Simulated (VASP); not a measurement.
Here is a VASP 6.6.1 calculation.

INCAR

```
  PREC = Accurate
  ENCUT = 600
  EDIFF = 1E-7
  ISMEAR = 1
  SIGMA = 0.1
  LREAL = F
  LASPH = T
  NELM = 80
  ALGO = Fast
  ISIF = 2
  LWAVE = F
  LCHARG = F
  GGA = PE
  IVDW = 12
  IBRION = 2
  NSW = 40
  EDIFFG = -0.01
```

File KPOINTS:

```
regular mesh
0
Gamma
  16 16 16
```

File POSCAR:

```
Mo                                      
1.0
   -1.5964634871      1.5964634871      1.5964634871
    1.5964634871     -1.5964634871      1.5964634871
    1.5964634871      1.5964634871     -1.5964634871
  Mo            
     1
Direct
     0.0000000000000000    0.0000000000000000    0.0000000000000000
```

Potentials or basis: VASP PAW PBE potentials, release 64 (Mo_sv).

The run is started by

```bash
$ cat potpaw_PBE.64/Mo_sv/POTCAR > POTCAR
$ mpirun -np 1 vasp_std > vasp.out
```

(1) Estimate the dispersion energy per atom.

(2) Predict the band gap on the k mesh.

Answers

(1) -0.684 eV.

(2) none (metal or under the smearing width).

Caveat: the relaxation stopped at its first step, so nothing moved.
